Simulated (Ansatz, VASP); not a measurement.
One calculation of Y, two programs

```
Y
1.0
     0.00000    2.45990    2.45990
     2.45990    0.00000    2.45990
     2.45990    2.45990    0.00000
Y
1
Direct
  0.00000 0.00000 0.00000
```

Change from the starting cell: volume scaled by 0.97, PAW files.

Alike in both runs: task electric field gradients; functional PBE; k mesh 14 × 14 × 14; occupations fermi-dirac, width 0.03 eV; no spin polarisation.

```csv
,VASP,Ansatz
version,VASP 6.6.1,Ansatz 0.2.0
potentials or method,"VASP PAW PBE potentials, release 64 (Y_sv)","PAW with Ansatz's default frozen-core files, scalar-relativistic"
plane-wave cutoff (eV),520,420
valence electrons in the cell,11,11
```

```csv
,VASP,Ansatz,Ansatz less VASP
pressure (GPa),3.7,3.9,+0.16
Vzz of the field gradient on the site that differs most (V/Å²),0.0,0.0,0.00
```

The functional is the same, so the differences come from potentials, cutoffs and numerics. Ansatz warned: «gradients_without_spin_orbit».
